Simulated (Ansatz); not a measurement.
## Polar CaO (111) films against thickness

Aim: dipole, vacuum step and gap of CaO (111) films by thickness.

Method: plane-wave DFT, PBE, Ansatz PAW, in Ansatz 0.2.0.

### 1. The structure

The cell holds 2 atoms: 1 Ca and 1 O. Cell: a = 3.401 Å, b = 3.401 Å, c = 19.389 Å, α = 90.0°, β = 90.0°, γ = 120.0°. It derives from CaO (rocksalt CaO). Vacuum lies along c.

### 2. Relaxation, 2 atoms, units 1

The structure is relaxed first, because levels and dipoles at a surface follow the positions of the outer atoms.

input.yaml

```yaml
crystal:
  lattice:
    - [3.40118362, 0.0, 0.0]
    - [-1.70059181, 2.94551142, 0.0]
    - [0.0, 0.0, 19.3885273974]
  atoms:
    - { symbol: Ca, position: [0.66666667, 0.33333333, 0.4641920356] }
    - { symbol: O, position: [0.0, 0.0, 0.5358079644] }
kpoints:
  mp_grid: { grid: [12, 12, 1] }
hamiltonian:
  xc: pbe
scf:
  occupations: { method: fermi_dirac, width: 0.03 }
  convergence: { dr2_threshold: 1.0e-09 }
efield:
  axis: 3
  dipole_correction: true
  ramp_position: 0.97
  ramp_width: 0.06
relax:
  f_tol: 0.01
  max_steps: 100
output:
  write_potential: true
  write_density: true
  volumetric_format: npy
```

The run is started by

```
$ ansatz run input.yaml --threads 4 --pin off --max-ram 6144MiB --backend cpu --events-out ev --progress --plain --runs-dir out
```

Numbers of over 12 decimals in the logs are rounded to 6 here.

Output:

```text
Engine: ansatz 0.2.0, aarch64-unknown-linux-gnu
Pseudopotentials: kind: paw
Pseudopotential: Ca, paw, valence charge 10, recommended cutoff 420 eV (normal), Ca.paw.azcp
Pseudopotential: O, paw, valence charge 6, recommended cutoff 420 eV (normal), O.paw.azcp
Functional definition: PBE
  parameter kappa = 0.804
  parameter beta = 0.066725
  exchange = pbe_x(kappa = kappa, mu = beta*pi^2/3)
  correlation = pbe_c(beta = beta)
Crystal: 2 atoms, lattice volume = 194.239 Å³
Basis set: ecut = 420 eV, 3821 PW (Γ), exchange–correlation on 48×48×270 points (8 copies of the dense FFT grid, shifted against one another)
Bands: 12, of which v1, the nominal top of the filled ones, is band 8 counted from 1 (7 counted from 0)
Symmetry: 6 space group operations
Space group: P3m1 (ITA 156), of the structure as read, at distance tolerance 5.8e-5 Å
k-points: 19 of 144 (time reversal used)
Non-local potential: Ca, projectors of the file, l = 0: 3, l = 1: 2, l = 2: 2
Non-local potential: O, projectors of the file, l = 0: 2, l = 1: 2, l = 2: 1
PAW form: soft (Blöchl's): semilocal exchange-correlation on the pseudo side does not see the compensation charge
PAW one-centre angular grid: Ca, 110 points (default); XC on 64 Gauss nodes
PAW one-centre angular grid: O, 110 points (default); XC on 64 Gauss nodes
Initial density: superposition of atomic densities (neutral atoms: chi_scale 0, normalization atom), corrected by the library's trained network
Initial wavefunctions: pseudopotential atomic-orbital guess
Functional: x = pbe(κ = 0.804, μ = 0.219515), c = pbe(β = 0.066725)
SCF iter   1: F=—  HF=-2383.543282 eV  |F-HF|=—  |Δ(HF+E_count)|=         —  Δρ=8.28e-3  dr2=6.23e-1  ethr=1.77e-3  p=-0.297 e·Å  D=-2.77e-1 V/Å  ΔV_dip=5.36 eV  dr2_dipole=1.33e-1  V_vac-E_F(+/−)=9.22/3.86 eV  ⟨swp⟩=14.4  Hψ=2588  notcnv=0
efield: sawtooth ramp at fractional position 0.9700 (set: `efield.ramp_position`, or a place that a band, a saddle search or an elastic batch's reference lends), width 0.0600; the density the first Hamiltonian is built on has a dipole p = -0.297 e·Å; the dipole correction subtracts the counter field D = -2.77e-1 V/Å, which shifts the + side's vacuum level by +5.36 eV against the − side's; the planar-averaged density in the ramp window peaks in size at 3.2e-5 e/Å³
preconditioner: auto → LDOS  [insulator: Δε(μ)=0.124 eV  Ē_g=4.321 eV  σ=0.030 eV  W_gap=0.56  n_scr=10 (ndim 8)  ℏωp=6.5 eV  f_vac=0.695  D(μ)=0.33/eV (n_scr^D=2)  ε∞_Penn≈3.3  β→1.0]
SCF iter   2: F=—  HF=-2383.603308 eV  |F-HF|=—  |Δ(HF+E_count)|=   6.00e-2  Δρ=1.70e-2  dr2=2.29e0  ethr=1.77e-3  p=-0.374 e·Å  D=-3.48e-1 V/Å  ΔV_dip=6.75 eV  dr2_dipole=4.52e-1  V_vac-E_F(+/−)=9.21/2.46 eV  ⟨swp⟩=2.2  Hψ=457  notcnv=0  recentre
SCF iter   3: F=—  HF=-2383.499731 eV  |F-HF|=—  |Δ(HF+E_count)|=   1.04e-1  Δρ=2.70e-3  dr2=8.91e-2  ethr=1.77e-3  p=-0.317 e·Å  D=-2.95e-1 V/Å  ΔV_dip=5.72 eV  dr2_dipole=2.25e-2  V_vac-E_F(+/−)=9.16/3.43 eV  ⟨swp⟩=2.9  Hψ=484  notcnv=0
SCF iter   4: F=—  HF=-2383.492321 eV  |F-HF|=—  |Δ(HF+E_count)|=   7.41e-3  Δρ=7.04e-4  dr2=2.57e-3  ethr=5.57e-4  p=-0.338 e·Å  D=-3.14e-1 V/Å  ΔV_dip=6.10 eV  dr2_dipole=1.24e-7  V_vac-E_F(+/−)=9.16/3.07 eV  ⟨swp⟩=2.1  Hψ=324  notcnv=0
SCF iter   5: F=—  HF=-2383.493018 eV  |F-HF|=—  |Δ(HF+E_count)|=   6.97e-4  Δρ=1.24e-3  dr2=1.23e-2  ethr=1.61e-5  p=-0.350 e·Å  D=-3.26e-1 V/Å  ΔV_dip=6.32 eV  dr2_dipole=2.64e-3  V_vac-E_F(+/−)=9.13/2.81 eV  ⟨swp⟩=3.2  Hψ=442  notcnv=0
SCF iter   6: F=—  HF=-2383.492418 eV  |F-HF|=—  |Δ(HF+E_count)|=   6.00e-4  Δρ=4.62e-4  dr2=2.25e-3  ethr=1.61e-5  p=-0.340 e·Å  D=-3.17e-1 V/Å  ΔV_dip=6.15 eV  dr2_dipole=6.04e-4  V_vac-E_F(+/−)=9.13/2.98 eV  ⟨swp⟩=2.5  Hψ=333  notcnv=0
SCF iter   7: F=—  HF=-2383.492306 eV  |F-HF|=—  |Δ(HF+E_count)|=   1.12e-4  Δρ=2.08e-4  dr2=4.49e-4  ethr=1.40e-5  p=-0.343 e·Å  D=-3.20e-1 V/Å  ΔV_dip=6.20 eV  dr2_dipole=1.22e-4  V_vac-E_F(+/−)=9.13/2.93 eV  ⟨swp⟩=1.7  Hψ=277  notcnv=0
SCF iter   8: F=—  HF=-2383.492266 eV  |F-HF|=—  |Δ(HF+E_count)|=   4.01e-5  Δρ=2.13e-5  dr2=3.23e-6  ethr=2.81e-6  p=-0.345 e·Å  D=-3.22e-1 V/Å  ΔV_dip=6.24 eV  dr2_dipole=9.09e-7  V_vac-E_F(+/−)=9.13/2.89 eV  ⟨swp⟩=1.3  Hψ=234  notcnv=0
SCF iter   9: F=—  HF=-2383.492287 eV  |F-HF|=—  |Δ(HF+E_count)|=   2.04e-5  Δρ=9.15e-6  dr2=3.70e-7  ethr=2.02e-8  p=-0.346 e·Å  D=-3.22e-1 V/Å  ΔV_dip=6.24 eV  dr2_dipole=9.02e-8  V_vac-E_F(+/−)=9.13/2.89 eV  ⟨swp⟩=2.4  Hψ=336  notcnv=0
SCF iter  10: F=—  HF=-2383.492260 eV  |F-HF|=—  |Δ(HF+E_count)|=   2.68e-5  Δρ=1.97e-6  dr2=8.00e-9  ethr=2.31e-9  p=-0.346 e·Å  D=-3.22e-1 V/Å  ΔV_dip=6.24 eV  dr2_dipole=7.63e-10  V_vac-E_F(+/−)=9.13/2.88 eV  ⟨swp⟩=1.8  Hψ=270  notcnv=0
SCF iter  11: F=-2383.492260 eV  HF=-2383.492260 eV  |F-HF|=1.06e-8  |Δ(HF+E_count)|=   2.91e-8  Δρ=5.30e-7  dr2=4.52e-10  ethr=6.25e-12  p=-0.346 e·Å  D=-3.22e-1 V/Å  ΔV_dip=6.24 eV  dr2_dipole=5.82e-11  V_vac-E_F(+/−)=9.13/2.88 eV  ⟨swp⟩=7.1  Hψ=1471  notcnv=0
SCF 1 converged in 11 iterations: F = -2383.492260 eV  dr2 = 4.52e-10
  greatest PAW one-centre occupation: 0.996 electrons in one spin orbital (limit 2), on the Ca atom at site 0 (counted from 0), in its partial waves of l = 0
relax step   1: F+E_penalty+E_count = -2383.49225981 eV  Δ(F+E_penalty+E_count) = +0.000e0 eV  max|allowed force component| = 4.282e0 eV/Å  Δτ_max = 0.0000 Å  (11 SCF iters, accepted)
Initial density: handed on by an earlier stage of this run
Initial wavefunctions: those handed on with the density
SCF iter   1: F=—  HF=-2385.247269 eV  |F-HF|=—  |Δ(HF+E_count)|=         —  Δρ=2.31e-2  dr2=1.66e0  ethr=3.10e-3  p=-0.346 e·Å  D=-3.22e-1 V/Å  ΔV_dip=6.24 eV  dr2_dipole=9.97e-2  V_vac-E_F(+/−)=9.93/3.68 eV  ⟨swp⟩=6.6  Hψ=1590  notcnv=0
efield: sawtooth ramp at fractional position 0.9700 (set: `efield.ramp_position`, or a place that a band, a saddle search or an elastic batch's reference lends), width 0.0600; the density the first Hamiltonian is built on has a dipole p = -0.346 e·Å; the dipole correction subtracts the counter field D = -3.22e-1 V/Å, which shifts the + side's vacuum level by +6.24 eV against the − side's; the planar-averaged density in the ramp window peaks in size at 2.0e-6 e/Å³
preconditioner: auto → none  [insulator: Δε(μ)=1.169 eV  Ē_g=5.525 eV  σ=0.030 eV  W_gap=1.00  n_scr=10 (ndim 8)  ℏωp=6.5 eV  f_vac=0.721  D(μ)=0.00/eV (n_scr^D=0)  ε∞_Penn≈2.4]
[...]
SCF iter   6: F=—  HF=-2385.615995 eV  |F-HF|=—  |Δ(HF+E_count)|=   5.35e-5  Δρ=8.45e-5  dr2=1.53e-5  ethr=8.89e-7  p=-0.299 e·Å  D=-2.79e-1 V/Å  ΔV_dip=5.40 eV  dr2_dipole=1.10e-6  V_vac-E_F(+/−)=7.01/1.61 eV  ⟨swp⟩=2.2  Hψ=445  notcnv=0
SCF iter   7: F=—  HF=-2385.616023 eV  |F-HF|=—  |Δ(HF+E_count)|=   2.84e-5  Δρ=2.12e-5  dr2=5.12e-6  ethr=9.57e-8  p=-0.299 e·Å  D=-2.78e-1 V/Å  ΔV_dip=5.39 eV  dr2_dipole=1.64e-6  V_vac-E_F(+/−)=7.02/1.62 eV  ⟨swp⟩=2.0  Hψ=428  notcnv=0
SCF iter   8: F=—  HF=-2385.616024 eV  |F-HF|=—  |Δ(HF+E_count)|=   4.78e-7  Δρ=1.20e-5  dr2=1.36e-6  ethr=3.20e-8  p=-0.298 e·Å  D=-2.78e-1 V/Å  ΔV_dip=5.39 eV  dr2_dipole=4.22e-7  V_vac-E_F(+/−)=7.01/1.63 eV  ⟨swp⟩=1.0  Hψ=236  notcnv=0
SCF iter   9: F=—  HF=-2385.615996 eV  |F-HF|=—  |Δ(HF+E_count)|=   2.77e-5  Δρ=2.28e-6  dr2=9.88e-9  ethr=8.48e-9  p=-0.298 e·Å  D=-2.78e-1 V/Å  ΔV_dip=5.38 eV  dr2_dipole=1.58e-9  V_vac-E_F(+/−)=7.01/1.63 eV  ⟨swp⟩=1.6  Hψ=264  notcnv=0
SCF iter  10: F=-2385.615996 eV  HF=-2385.615996 eV  |F-HF|=8.41e-10  |Δ(HF+E_count)|=   2.13e-8  Δρ=3.24e-7  dr2=2.43e-10  ethr=6.25e-12  p=-0.298 e·Å  D=-2.77e-1 V/Å  ΔV_dip=5.38 eV  dr2_dipole=2.58e-13  V_vac-E_F(+/−)=7.01/1.63 eV  ⟨swp⟩=6.3  Hψ=1405  notcnv=0
SCF 3 converged in 10 iterations: F = -2385.615996 eV  dr2 = 2.43e-10
relax step   3: F+E_penalty+E_count = -2385.61599609 eV  Δ(F+E_penalty+E_count) = -7.090e-1 eV  max|allowed force component| = 8.098e-1 eV/Å  Δτ_max = 0.1990 Å  (10 SCF iters, accepted)
[...]
relax step   4: F+E_penalty+E_count = -2385.69188001 eV  Δ(F+E_penalty+E_count) = -7.588e-2 eV  max|allowed force component| = 2.162e-1 eV/Å  Δτ_max = 0.0763 Å  (9 SCF iters, accepted)
[...]
relax step   5: F+E_penalty+E_count = -2385.69953965 eV  Δ(F+E_penalty+E_count) = -7.660e-3 eV  max|allowed force component| = 3.974e-2 eV/Å  Δτ_max = 0.0308 Å  (9 SCF iters, accepted)
SCF iter   1: F=—  HF=-2385.700258 eV  |F-HF|=—  |Δ(HF+E_count)|=         —  Δρ=5.97e-4  dr2=9.04e-4  ethr=5.59e-5  p=-0.216 e·Å  D=-2.01e-1 V/Å  ΔV_dip=3.90 eV  dr2_dipole=1.06e-4  V_vac-E_F(+/−)=5.52/1.63 eV  ⟨swp⟩=3.9  Hψ=832  notcnv=0
efield: sawtooth ramp at fractional position 0.9700 (set: `efield.ramp_position`, or a place that a band, a saddle search or an elastic batch's reference lends), width 0.0600; the density the first Hamiltonian is built on has a dipole p = -0.216 e·Å; the dipole correction subtracts the counter field D = -2.01e-1 V/Å, which shifts the + side's vacuum level by +3.90 eV against the − side's; the planar-averaged density in the ramp window peaks in size at 1.5e-6 e/Å³
preconditioner: auto → none  [insulator: Δε(μ)=1.012 eV  Ē_g=15.165 eV  σ=0.030 eV  W_gap=1.00  n_scr=10 (ndim 8)  ℏωp=10.0 eV  f_vac=0.788  D(μ)=0.00/eV (n_scr^D=0)  ε∞_Penn≈1.4]
SCF iter   2: F=—  HF=-2385.699932 eV  |F-HF|=—  |Δ(HF+E_count)|=   3.26e-4  Δρ=2.47e-4  dr2=1.18e-4  ethr=5.65e-6  p=-0.208 e·Å  D=-1.94e-1 V/Å  ΔV_dip=3.76 eV  dr2_dipole=3.75e-6  V_vac-E_F(+/−)=5.42/1.65 eV  ⟨swp⟩=2.0  Hψ=501  notcnv=0
SCF iter   3: F=—  HF=-2385.699905 eV  |F-HF|=—  |Δ(HF+E_count)|=   2.63e-5  Δρ=1.13e-4  dr2=2.02e-5  ethr=7.35e-7  p=-0.210 e·Å  D=-1.95e-1 V/Å  ΔV_dip=3.78 eV  dr2_dipole=4.12e-6  V_vac-E_F(+/−)=5.43/1.65 eV  ⟨swp⟩=2.0  Hψ=361  notcnv=0
SCF iter   4: F=—  HF=-2385.699889 eV  |F-HF|=—  |Δ(HF+E_count)|=   1.59e-5  Δρ=8.52e-5  dr2=1.17e-5  ethr=1.26e-7  p=-0.209 e·Å  D=-1.94e-1 V/Å  ΔV_dip=3.77 eV  dr2_dipole=4.99e-10  V_vac-E_F(+/−)=5.42/1.65 eV  ⟨swp⟩=2.8  Hψ=345  notcnv=0
SCF iter   5: F=—  HF=-2385.699892 eV  |F-HF|=—  |Δ(HF+E_count)|=   2.71e-6  Δρ=2.89e-5  dr2=5.90e-7  ethr=7.31e-8  p=-0.208 e·Å  D=-1.94e-1 V/Å  ΔV_dip=3.76 eV  dr2_dipole=4.51e-8  V_vac-E_F(+/−)=5.42/1.65 eV  ⟨swp⟩=2.0  Hψ=285  notcnv=0
SCF iter   6: F=—  HF=-2385.699864 eV  |F-HF|=—  |Δ(HF+E_count)|=   2.78e-5  Δρ=8.61e-6  dr2=4.95e-8  ethr=3.69e-9  p=-0.208 e·Å  D=-1.94e-1 V/Å  ΔV_dip=3.76 eV  dr2_dipole=3.41e-9  V_vac-E_F(+/−)=5.41/1.65 eV  ⟨swp⟩=1.8  Hψ=252  notcnv=0
SCF iter   7: F=—  HF=-2385.699864 eV  |F-HF|=—  |Δ(HF+E_count)|=   2.66e-8  Δρ=1.35e-6  dr2=1.30e-9  ethr=3.09e-10  p=-0.208 e·Å  D=-1.94e-1 V/Å  ΔV_dip=3.76 eV  dr2_dipole=8.39e-11  V_vac-E_F(+/−)=5.41/1.65 eV  ⟨swp⟩=2.2  Hψ=305  notcnv=0
SCF iter   8: F=-2385.699864 eV  HF=-2385.699864 eV  |F-HF|=3.14e-11  |Δ(HF+E_count)|=  8.53e-10  Δρ=1.22e-7  dr2=9.42e-12  ethr=6.25e-12  p=-0.208 e·Å  D=-1.94e-1 V/Å  ΔV_dip=3.76 eV  dr2_dipole=4.58e-14  V_vac-E_F(+/−)=5.41/1.65 eV  ⟨swp⟩=7.9  Hψ=1160  notcnv=0
SCF 6 converged in 8 iterations: F = -2385.699864 eV  dr2 = 9.42e-12
relax step   6: F+E_penalty+E_count = -2385.69986440 eV  Δ(F+E_penalty+E_count) = -3.248e-4 eV  max|allowed force component| = 1.101e-3 eV/Å  Δτ_max = 0.0081 Å  (8 SCF iters, accepted)
NSCF: frozen V_eff on 19 k-points
the band table was solved once a step of the walk had ended and its energy, with any forces and stress, was formed, with the checks that follow a solve (1907 applications of the Hamiltonian). They found nothing against the state; the energy, forces and stress were not computed again (output.eigenvalues in the input reference)
WARN: The output density's exchange-correlation potential varies sharply where the density is thin. Do not read a vacuum level from v_tot or v_xc, or from such a field of the output density. On a cell that repeats whose density bears no net charge and no dipole along the vacuum's axis use v_es (v_loc + v_h of the components); under efield.dipole_correction with no amplitude use v_es + v_field, which holds any externa [...]
SCF converged after 8 iterations
Free energy (F): -2385.699864 eV
Harris-Foulkes:  -2385.699864 eV  (|F-HF|=3.14e-11)
Internal energy: -2385.699864 eV  (E = F + TS)
E sigma→0 (E₀):  -2385.699864 eV
Fermi energy:    -1.873536 eV
Dipole field:    D = -0.193934 V/Å  (p = -0.208175 e·Å, saw-weighted, corrected)
Work function:   Φ+ = 5.4141 eV   Φ− = 1.6541 eV
Levels:          The Fermi level and band energies are counted from a zero that moves with the ramp; work functions are not
--- Per-component energies (eV) ---
  E_band       = -255.709318
  E_kinetic    = 464.155662
  E_local      = -7201.316170  (includes V_loc(G=0)·N_el)
  E_nonlocal   = 113.152593
  E_hartree    = 3369.774315
  E_xc         = -214.495473
  E_vxc        = -269.941249  (∫ρ·V_xc dr)
  E_paw        = -1017.319332  (= ΣΔE_a)
  E_vpaw       = -101.208028  (= ΣTr[D̂ρ^β])
  E_aug_tail   = 0.002455  (compensation charges beyond the density's cutoff)
  E_efield     = 0.020186  (sawtooth field / dipole correction)
  E_vefield    = -0.103218  (∫n·V_field dr)
  E_ewald      = 2100.325898
  E_smearing   = -0.000000  (= −TS)
  E_closure    = -0.000000  (closes the sum)
  Σ components = -2385.699864   (vs F -2385.699864, Δ=0.00e0)
--- Forces (eV/Å), atoms counted from 1 ---
  atom   1  Ca    -0.00000000    -0.00000000     0.00109796
  atom   2  O      0.00000000     0.00000000    -0.00110416
  max |Σ_I F_I| component: 6.20e-6 eV/Å
--- Band table (eV; the first three rows and the last of 19) ---
  k-point 0: bands = [... 4 lower, -17.4426, -3.7358, -3.7358, -3.5385, -1.4097, 0.1723, 1.5621, 2.8507]
  k-point 1: bands = [... 4 lower, -17.2683, -3.8092, -3.6557, -3.4940, -1.2904, 0.2941, 1.6872, 2.9666]
  k-point 2: bands = [... 4 lower, -16.8729, -3.9119, -3.4327, -3.4321, -0.9423, 0.6543, 2.0516, 3.2963]
  k-point 18: bands = [... 4 lower, -15.5501, -3.4212, -3.1565, -2.4572, 2.0753, 3.4700, 3.9522, 4.2442]
--- Relaxed structure (6 steps of the walk, 6 accepted, 0 SCFs on fresh bases) ---
  F+E_penalty+E_count = -2385.69986440 eV   max|allowed force component| = 1.101e-3 eV/Å
  atoms:
    - { symbol: Ca, position: [0.666667, 0.333333, 0.490453] }
    - { symbol: O, position: [-2.0331987106172263e-17, -1.8503717008154225e-17, 0.509547] }
```

Wall time 5.8 s (4 threads of Arm Neoverse V2, shared host); peak memory 0.45 GiB; 21 s of CPU time.

The steps of the relaxation:

| step | energy less that of the first step (eV) | largest force component (eV/Å) |
| --- | --- | --- |
| 1 | 0.0000 | 4.2823 |
| 2 | -1.4147 | 2.7898 |
| 3 | -2.1237 | 0.8098 |
| 4 | -2.1996 | 0.2162 |
| 5 | -2.2073 | 0.0397 |
| 6 | -2.2076 | 0.0011 |

Forces are held to the 6 operations that the run works with; a distortion that breaks them can't arise in this run.

The atoms that moved most (Å):

| atom | dx | dy | dz | length |
| --- | --- | --- | --- | --- |
| Ca1 | 0.000 | 0.000 | 0.509 | 0.509 |
| O2 | 0.000 | 0.000 | -0.509 | 0.509 |

The relaxed structure:

```
Ca O
1.0
     3.40118    0.00000    0.00000
    -1.70059    2.94551    0.00000
     0.00000    0.00000   19.38853
Ca O
1 1
Direct
  0.66667 0.33333 0.49045
  0.00000 0.00000 0.50955
```

This step gave:

```
dipole along the normal        : -0.2082 e·Å
step between the vacuum levels : 3.760 eV
```

Running mean over 2.777 Å of the planar mean; the ramp of the sawtooth is left out. Electron's electrostatic potential energy less the Fermi level against z:

| z (Å) | electron's electrostatic potential energy less the Fermi level (eV) |
| --- | --- |
| 3.0 | 1.65 |
| 3.5 | 1.65 |
| 4.0 | 1.65 |
| 4.5 | 1.65 |
| 5.0 | 1.65 |
| 5.5 | 1.64 |
| 6.0 | 1.63 |
| 6.5 | 1.58 |
| 7.0 | 1.45 |
| 7.5 | 0.979 |
| 8.0 | -0.591 |
| 8.5 | -3.15 |
| 9.0 | -4.54 |
| 9.5 | -4.28 |
| 10.0 | -3.48 |
| 10.5 | -1.96 |
| 11.0 | 0.898 |
| 11.5 | 3.90 |
| 12.0 | 5.12 |
| 12.5 | 5.35 |
| 13.0 | 5.40 |
| 13.5 | 5.41 |
| 14.0 | 5.41 |
| 14.5 | 5.41 |
| 15.0 | 5.41 |
| 15.5 | 5.41 |
| 16.0 | 5.41 |
| 16.5 | 5.41 |

The relaxation took 6 steps and lowered the energy by 2.2 eV; the largest force on the free atoms ends at 0.0011 eV/Å.

The gap is 1.02 eV.

(Part 1 of 4 ends here.)

[Logs are printed without paths, hosts, clocks, repeated set-up lines and the standing remarks that a program may print on its own settings, such as how far it seeks lower states.]

[Hosts, paths, dates, database ids (printed as entryN), source tags and the programs' standing remarks are cut or masked in the printed files.]

[Maps of the electrostatic potential energy from Ansatz leave out the sawtooth potential of an applied field or a dipole correction, so their vacuum need not be flat; planar profiles and work functions include it.]
